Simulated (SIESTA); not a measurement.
Crystal: ZnS (Wurtzite-4H).

```
Zn S
1.0
     3.82270    0.00000    0.00000
    -1.91135    3.31056    0.00000
     0.00000    0.00000   12.52000
Zn S
4 4
Direct
  0.66667 0.33333 0.75000
  0.33333 0.66667 0.25000
  0.00000 0.00000 0.50000
  0.00000 0.00000 0.00000
  0.66667 0.33333 0.93750
  0.33333 0.66667 0.43750
  0.00000 0.00000 0.68750
  0.00000 0.00000 0.18750
```

Base run:

* Program: SIESTA 5.4.2
* Functional: PBE
* Potentials or basis: PseudoDojo 0.4 standard (PBE files)
* Basis: DZP (energy shift 0.003 Ry; two zetas on semicore shells)
* Grid cutoff: 800 Ry
* Energy shift: 0.003 Ry
* k mesh: 8 × 8 × 3
* Occupations: fermi-dirac, width 0.05 eV
* Spin: no spin polarisation

Its results: band gap on the k mesh 2.51 eV, direct; pressure 2.2 GPa; largest force 0.028 eV/Å.

**Question.** The run is repeated on the same cell with these changes: basis from DZP (energy shift 0.003 Ry; two zetas on semicore shells) to TZP (energy shift 0.003 Ry; two zetas on semicore shells). What comes out?

**Answer.** Band gap on the k mesh 2.40 eV, direct; pressure 2.2 GPa; largest force 0.030 eV/Å.

Caveats: short orbitals over semicore shells can move pressures by several GPa; the valence orbitals were made in a potential fitted to the semicore shell under them, which widens gaps by tenths of an eV or more; the basis of atomic orbitals isn't converged, which shifts pressures, moduli and gaps; an odd mesh through Γ misses points on the zone boundary, where band edges often lie (some runs).
